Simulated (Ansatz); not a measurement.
Wanted: the native input for an Ansatz 0.2.0 run.

| Quantity | Value |
| --- | --- |
| Task | relaxation of cell and atoms |
| Functional | PBE |
| Potentials or basis | Ansatz PAW |
| Cutoff | 420 eV (not typed: the program's choice for these potentials) |
| k mesh | 7 × 7 × 7 |
| Occupations | fermi-dirac, width 0.05 eV |
| Spin | no spin polarisation |
| Target pressure | 2 GPa |
| Target pressure (GPa) | 2 |

The system is HgTe (Coloradoite).

```
Hg Te
1.0
     0.00000    3.21450    3.21450
     3.21450    0.00000    3.21450
     3.21450    3.21450    0.00000
Hg Te
1 1
Direct
  0.00000 0.00000 0.00000
  0.75000 0.75000 0.75000
```

The input as run:

input.yaml

```yaml
crystal:
  lattice:
    - [0.0, 3.2145, 3.2145]
    - [3.2145, 0.0, 3.2145]
    - [3.2145, 3.2145, 0.0]
  atoms:
    - { symbol: Hg, position: [0.0, 0.0, 0.0] }
    - { symbol: Te, position: [0.75, 0.75, 0.75] }
hamiltonian:
  xc: pbe
  pseudopotentials: { kind: paw }
kpoints:
  mp_grid: { grid: [7, 7, 7] }
scf:
  occupations: { method: fermi_dirac, width: 0.05 }
output:
  forces: true
  stress: true
  eigenvalues: true
relax:
  f_tol: 0.01
  max_steps: 40
  cell: { stress_tol: 0.05, p_target: 2.0 }
```

Potentials or basis: Ansatz PAW.

Command:

```sh
$ ansatz run input.yaml --threads 2 --pin off --max-ram 5632MiB --backend cpu --events-out ev --progress --plain --runs-dir out
```

Results of the run:

The relaxed volume is 34.95 Å³/atom and the relaxed cell is a = 4.624 Å, b = 4.624 Å, c = 4.624 Å, α = 60.00°, β = 60.00°, γ = 60.00°. The space group after relaxing (to 0.05 Å) is F-43m (No. 216), the energy change on relaxing (the enthalpy is what falls) is -35.0 meV/atom and the ionic steps are 5. The pressure after relaxing is 2.0 GPa and the band gap on the k mesh is none (metal or under the smearing width).

Caveat: the plane-wave basis is chosen anew once the cell has moved, so the energies of steps on either side of that aren't comparable.

Run time: 12 s on 2 threads of Arm Neoverse V1 (shared host), peak memory 0.36 GiB.
